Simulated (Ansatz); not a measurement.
# ZrS: a line through a two-coordinate scan

One table from this session's results is given with a row withheld; the runs are named, their logs left out.

The COD entry's cell or inner coordinates are ideal or old and differ from later refinements, so a difference from it is no clean test against experiment.

Method: DFT PBEsol, scalar-relativistic, plane waves, PAW, in Ansatz 0.2.0.

## The structure to begin with

The structure is cubic, space group Fm-3m (No. 225). The conventional cell has a = 5.167 Å, b = 5.167 Å, c = 5.167 Å, α = 90.00°, β = 90.00°, γ = 90.00°. Zr (site symmetry m-3m) is surrounded by 6 S at 2.58 Å. Around S (site symmetry m-3m) lie 6 Zr at 2.58 Å.

Coordinates:

```xyz
2
Lattice="0.0000 2.5834 2.5834 2.5834 0.0000 2.5834 2.5834 2.5834 0.0000" Properties=species:S:1:pos:R:3 pbc="T T T"
Zr    0.0000    0.0000    0.0000
S     2.5834    2.5834    2.5834
```

## Plan of the line

The energy is mapped over two homogeneous strains (x along [1 0 0], y along [0 1 0], z along [0 0 1] of the conventional cell).

- strain +e along x and -e along y: 7 values from −4.00 to 4.00 %
- strain +e along z and -e/2 along x and y: 7 values from −7.00 to 7.00 %

Nothing else is relaxed (symmetry fixes all fractional coordinates). Energies count from the relaxed crystal. Points are written as (first, second).

The first run:

File input.yaml:

```yaml
crystal:
  lattice:
    - [0.0, 2.6737948673, 2.4025403156]
    - [2.6737948673, 0.0, 2.4025403156]
    - [2.6737948673, 2.6737948673, 0.0]
  atoms:
    - { symbol: Zr, position: [0.0, 0.0, 0.0] }
    - { symbol: S, position: [0.5, 0.5, 0.5] }
basis:
  ecutwfc: 420
kpoints:
  mp_grid: { grid: [16, 16, 16] }
hamiltonian:
  xc: pbesol
  pseudopotentials: { kind: paw, azcp: { folder: soft_1 } }
scf:
  occupations: { method: gaussian, width: 0.15 }
output:
  forces: true
  stress: true
  eigenvalues: true
```

The run is started by

```sh
$ ansatz run input.yaml --threads 1 --pin off --max-ram 2048MiB --backend cpu --events-out ev --progress --plain --runs-dir out
```

Among the steps run: Grid point (0.00 %, −7.00 %); Grid point (0.00 %, −4.67 %); Grid point (0.00 %, −2.33 %); Grid point (0.00 %, 2.33 %); Point (0.00 %, 4.67 %); The run at (0.00 %, 7.00 %).

One of the session's tables, all rows but one given; the rest of the session is left out.

```
strain +e along z and -e/2 along x and y (%)  energy (meV/atom)  slope (meV/atom per %)  pressure (GPa)
                                       −7.00                148                     −47            5.57
                                       −4.67                 62                     −28            2.36
                                       −2.33                  ?                       ?               ?
                                        0.00                  0                       0           −0.05
                                        2.33                 12                      10            0.50
                                        4.67                 48                      20            2.09
                                        7.00                103                      28            4.60
```

Q: Estimate the row for strain +e along z and -e/2 along x and y (%) = −2.33 from the others.

Worked estimate for «energy (meV/atom)». A straight line through the neighbours (−4.67, 62) and (0.00, 0) gives 62 + (0 − 62) × (−2.33 − −4.67) / (0.00 − −4.67) = 31; a parabola fitted to 4 rows on both sides gives 15.

**Answer.** energy (meV/atom): 14; slope (meV/atom per %): −13; pressure (GPa): 0.54. In «energy (meV/atom)» the line misses by +17 and the parabola by +1.

Energies count from the relaxed crystal. Rows without a step come from runs not printed here or follow by symmetry. Slopes come from the forces (and the stress, where the cell changes), not from differences of energies.

**Reading.** The lowest point of the line is at 0.00 %, 0 meV/atom from the zero. A fit to energies and slopes at the lowest point and its two neighbours puts the minimum at 0.000 %, with a curvature of about 4.9 meV/atom per %². Divided by the reference volume, that is a stiffness of about 460 GPa for this pattern of strain. The well is lopsided: two grid steps out, the energy rises by 62 meV/atom towards smaller values and 48 meV/atom towards larger ones. The highest point computed, at −7.00 %, lies 148 meV/atom above the lowest. This is one cut through a surface in two coordinates; it holds the lowest point sampled, which need not be a minimum.

To keep in mind: Warnings in the runs' records: pseudo functional mismatch.
